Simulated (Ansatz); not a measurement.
# InP under changes of volume

One of the cells (25.167 Å³/atom); the others are scaled copies at fixed shape and fractional positions:

```
In P
1.0
     0.00000    2.93050    2.93050
     2.93050    0.00000    2.93050
     2.93050    2.93050    0.00000
In P
1 1
Direct
  0.00000 0.00000 0.00000
  0.75000 0.75000 0.75000
```

| Property | Result |
| --- | --- |
| Program | Ansatz 0.2.0 |
| Functional | B3LYP |
| Potentials or basis | Ansatz PAW |
| Cutoff | 420 eV (not typed: the program's choice for these potentials) |
| k mesh | 4 × 4 × 4 |
| Occupations | fermi-dirac, width 0.05 eV |
| Spin | no spin polarisation |

| volume (Å³/atom) | energy over the lowest point (meV/atom) | pressure (GPa) | gap on the mesh (eV) |
| --- | --- | --- | --- |
| 23.657 | 91.18 | 10.3 | 2.17 |
| 24.160 | ? | ? | ? |
| 24.663 | 39.47 | 6.3 | 1.91 |
| 25.167 | 22.45 | 4.6 | 1.78 |
| 25.670 | 10.52 | 3.0 | 1.65 |
| 26.173 | 3.19 | 1.6 | 1.52 |
| 26.677 | 0.00 | 0.4 | 1.40 |

Question: What does the run at 24.160 Å³/atom give?

Answer: Energy over the lowest point 62.15 meV/atom; pressure 8.2 GPa; gap on the mesh 2.04 eV.

Worked out: A Birch-Murnaghan fit of order 3 (a polynomial in V^(-2/3)) to the other rows has its minimum at 26.85 Å³/atom, just outside them, with B0 = V·E''(V) = 61 GPa and B' = 4.6. It gives 62.17 meV/atom at 24.160 Å³/atom, against the run's 62.15, and -dE/dV = 8.2 GPa, against 8.2. A straight line through the other rows of the gap, of slope -6.44 eV per unit of ln V (its deformation potential), gives 2.04 eV, against the run's 2.04.

Energies are extrapolated to zero smearing.

Caveats: all runs use coarse meshes; spin-orbit coupling is left out, which moves the levels of the heavy elements; the PAW data sets come from PBE, with cores solved anew for the run's functional, which leaves a small shift of forces and pressure; the thresholds are loose for stress.
